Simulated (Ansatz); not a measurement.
**Two inputs for SnS**

Cell: a structure deposited in the COD, its atoms then relaxed with PBE in this cell.

```cif
data_structure
_symmetry_space_group_name_H-M 'P 1'
_symmetry_Int_Tables_number 1
_cell_length_a 11.2000
_cell_length_b 3.9870
_cell_length_c 4.3340
_cell_angle_alpha 90.000
_cell_angle_beta 90.000
_cell_angle_gamma 90.000
_cell_volume 193.53
loop_
_atom_site_label
_atom_site_type_symbol
_atom_site_fract_x
_atom_site_fract_y
_atom_site_fract_z
_atom_site_occupancy
Sn1 Sn 0.11913 0.25000 0.11735 1
Sn2 Sn 0.38087 0.75000 0.61735 1
Sn3 Sn 0.61913 0.25000 0.38265 1
Sn4 Sn 0.88087 0.75000 0.88265 1
S5 S 0.85280 0.25000 0.47657 1
S6 S 0.64720 0.75000 0.97657 1
S7 S 0.35280 0.25000 0.02343 1
S8 S 0.14720 0.75000 0.52343 1
```

Sites (sets of like atoms) are named by element and the number of their first atom in this list.

Reference run. Computed with Ansatz: DFT, PBE, plane waves and PAW (field gradients read without the response of the frozen cores, which leaves them typically 4 to 6 % off), scalar-relativistic, 420 eV cutoff, Γ-centred 3×7×7 k-points, Fermi–Dirac smearing 0.02 eV.

Q: The input is changed as follows: `kpoints.mp_grid.shift`: not typed → [0.5, 0.5, 0.5]; `scf.convergence.dr2_threshold`: not typed → 1e-11. What happens to V_zz (10²¹ V/m²) and η?

A: 

| site | atom | V_zz reference | η reference | V_zz changed | η changed |
| --- | --- | --- | --- | --- | --- |
| Sn | 1 | -10.48 | 0.34 | -10.48 | 0.33 |
| S | 5 | -3.03 | 0.00 | -2.97 | 0.01 |

The largest change of V_zz is on S, from -3.03 to -2.97. In per cent, |V_zz| changes by 0 on Sn, -2 on S (all sites that start above 0.5).

On the reference run: Without spin–orbit coupling (the program notes it for Sn) the gradients can shift somewhat, as the gap is small.
